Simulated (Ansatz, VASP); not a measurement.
K2F in VASP and in Ansatz

File INCAR:

```
PREC = Accurate
ENCUT = 600
EDIFF = 1E-7
ISMEAR = 0
SIGMA = 0.1
LREAL = F
LASPH = T
NELM = 80
ALGO = Normal
ISIF = 3
LWAVE = F
LCHARG = F
GGA = PE
IBRION = 2
NSW = 90
EDIFFG = -0.04
```

KPOINTS

```
Automatic mesh
0
Gamma
  4 4 4
```

The input POSCAR:

```
K2F
1.0
    4.1948827500      0.0000000000      0.0000000000
    0.0000000000      4.1948827500      0.0000000000
    0.0000000000      0.0000000000      5.2336292300
K F
2 1
Direct
    0.5000000000      0.0000000000      0.5000000000
    0.0000000000      0.5000000000      0.5000000000
    0.0000000000      0.0000000000      0.5000000000
```

Input for Ansatz:

```yaml
crystal:
  lattice:
    - [4.19488275, 0.0, 0.0]
    - [0.0, 4.19488275, 0.0]
    - [0.0, 0.0, 5.23362923]
  atoms:
    - { symbol: K, position: [0.5, 0.0, 0.5] }
    - { symbol: K, position: [0.0, 0.5, 0.5] }
    - { symbol: F, position: [0.0, 0.0, 0.5] }
basis:
  ecutwfc: 420
kpoints:
  mp_grid: { grid: [4, 4, 4] }
hamiltonian:
  xc: pbe
scf:
  occupations: { method: gaussian, width: 0.1 }
  lower_state_search: "off"
output:
  forces: true
  stress: true
  eigenvalues: true
relax:
  adjacent_minimum: "off"
  f_tol: 0.04
  max_steps: 70
  cell: { stress_tol: 0.4 }
```

Alike in both runs: task relaxation of cell and atoms; functional PBE; k mesh 4 × 4 × 4; occupations gaussian, width 0.1 eV; no spin polarisation.

|  | VASP | Ansatz |
| --- | --- | --- |
| version | VASP 6.6.1 | Ansatz 0.2.0 |
| potentials or method | VASP PAW PBE potentials, release 64 (K_sv, F) | scalar-relativistic, plane waves, PAW |
| plane-wave cutoff (eV) | 600 | 420 |
| valence electrons in the cell | 25 | 25 |

Ansatz gave:

* gap on the k mesh at the Fermi level, each at its own relaxed structure (eV): none
* relaxed volume (Å³/atom): 40.98
* relaxed cell length with the largest relative difference (Å): 5.221
* energy change over the relaxation (meV/atom): -959

Task: What did VASP give for the same quantities?

Result: gap on the k mesh at the Fermi level, each at its own relaxed structure (eV): none; relaxed volume (Å³/atom): 39.78; relaxed cell length with the largest relative difference (Å): 5.155; energy change over the relaxation (meV/atom): -973.

A gap of «none» marks a metal or a gap that the smearing closes.

Caveats: the k mesh is coarse (spacing up to 0.37 Å⁻¹), so the values aren't converged; the volume moved by over 15 % at a fixed basis, so the end points are rough; an odd number of electrons without spin polarisation forces a metal; a magnetic or distorted state may lie lower.
